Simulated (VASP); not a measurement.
# SnO, Mössbauer parameters: which settings are enough?

SnO, P4/nmm (no. 129), 4 atoms in the cell. PBE, Moessbauer parameters; PAW potentials Sn_d, O (PBE set). VASP 6.6.1.

Wanted: quadrupole splitting within 0.02 mm/s.

POSCAR:
```
SnO
1.0
    3.8136952200      0.0000000000      0.0000000000
    0.0000000000      3.8136952200      0.0000000000
    0.0000000000      0.0000000000      4.8869133000
Sn O
2 2
Direct
    0.5000000000      0.0000000000      0.7646261400
    0.0000000000      0.5000000000      0.2353738600
    0.0000000000      0.0000000000      0.0000000000
    0.5000000000      0.5000000000      0.0000000000
```

The series start from ENCUT (eV): 600; k mesh: 6 × 6 × 5; EDIFF (eV): 1e-7; PREC: Accurate; LREAL: no; ALGO: Normal. Each series keeps the choices made before it, and each single choice may use up half of a tolerance.

## ENCUT (eV)

| ENCUT (eV) | Quadrupole splitting, largest deviation (mm/s) | SCF iterations | Time (s) |
|---|---|---|---|
| 400 | 0.001 | 16 | 6.6 |
| 500 | 0.000 | 16 | 7.0 |
| 600 | 0.000 | 16 | 11 |
| 700 | 0.000 | 16 | 13 |
| 800 | 0.000 | 16 | 15 |
| 1000 (reference) | 0.000 | 16 | 23 |

Chosen: 400, the loosest value from which every tighter one stays within half of the tolerance.

## k mesh

| k mesh | Quadrupole splitting, largest deviation (mm/s) | SCF iterations | Time (s) |
|---|---|---|---|
| 2 × 2 × 2 | 0.048 | 16 | 3.2 |
| 3 × 3 × 2 | 0.041 | 17 | 3.3 |
| 4 × 4 × 3 | 0.015 | 16 | 3.6 |
| 5 × 5 × 4 | 0.001 | 17 | 5.5 |
| 6 × 6 × 5 | 0.000 | 16 | 6.6 |
| 7 × 7 × 5 | 0.000 | 17 | 6.9 |
| 8 × 8 × 7 (reference) | 0.000 | 16 | 9.9 |

Chosen: 5 × 5 × 4.

## EDIFF (eV)

| EDIFF (eV) | Quadrupole splitting, largest deviation (mm/s) | SCF iterations | Time (s) |
|---|---|---|---|
| 0.0001 | 0.003 | 12 | 3.7 |
| 1e-5 | 0.000 | 14 | 5.0 |
| 1e-6 | 0.000 | 15 | 4.5 |
| 1e-7 | 0.000 | 17 | 5.5 |
| 1e-8 (reference) | 0.000 | 19 | 5.7 |

Chosen: 0.0001.

## PREC

| PREC | Quadrupole splitting, largest deviation (mm/s) | SCF iterations | Time (s) |
|---|---|---|---|
| Accurate | 0.000 | 12 | 3.7 |
| Normal | 0.000 | 12 | 2.5 |

Chosen: Accurate; Normal would be accurate enough too and is faster here.

## LREAL

| LREAL | Quadrupole splitting, largest deviation (mm/s) | SCF iterations | Time (s) |
|---|---|---|---|
| no | 0.000 | 12 | 3.7 |
| Auto | 0.000 | 12 | 5.8 |

Chosen: no; no other choice that stays within half of the tolerance saves 30 % of the time.

## ALGO

| ALGO | Quadrupole splitting, largest deviation (mm/s) | SCF iterations | Time (s) |
|---|---|---|---|
| Normal | 0.000 | 12 | 3.7 |
| Fast | 0.004 | 13 | 4.1 |
| All | 0.003 | 15 | 6.0 |

Chosen: Normal.

## All choices together

| Input | Quadrupole splitting, largest deviation (mm/s) | Time (s) |
|---|---|---|
| defaults, on a 5 × 5 × 4 mesh (naive) | 0.001 | 2.1 |
| chosen settings | 0.003 | 3.7 |
| reference settings throughout | 0.000 | 47 |

The tolerance is met.

Values of the reference run: Quadrupole splitting: 1.367, 1.367 mm/s, e Q Vzz / 2.

## The input

INCAR:
```
SYSTEM = SnO
GGA = PE
PREC = Accurate
ENCUT = 400
EDIFF = 1E-4
LREAL = .False.
LASPH = .True.
ALGO = Normal
NELM = 120
LWAVE = .False.
LCHARG = .False.
ISMEAR = 0
SIGMA = 0.02
LEFG = .True.
QUAD_EFG = -132 -25.58
KPAR = 4
```

KPOINTS:
```
Automatic mesh
0
Gamma
  5 5 4
  0 0 0
```

Commands:
```
cat potpaw_PBE.64/Sn_d/POTCAR potpaw_PBE.64/O/POTCAR > POTCAR
mpirun -np 4 vasp_std > vasp.out
```

The naive input happens to agree within the tolerance here, in 2.1 s.

The chosen input took VASP 6.6.1 3.7 s on 4 cores (Intel Xeon 6975P-C (Granite Rapids)), a shared host.

## An input that fails: cutoff far too low

It runs to its end, but against the unchanged starting input it is off by 0.032 mm/s in the quadrupole splitting.

Changes against the starting input:
```
- ENCUT = 600
+ ENCUT = 150
```
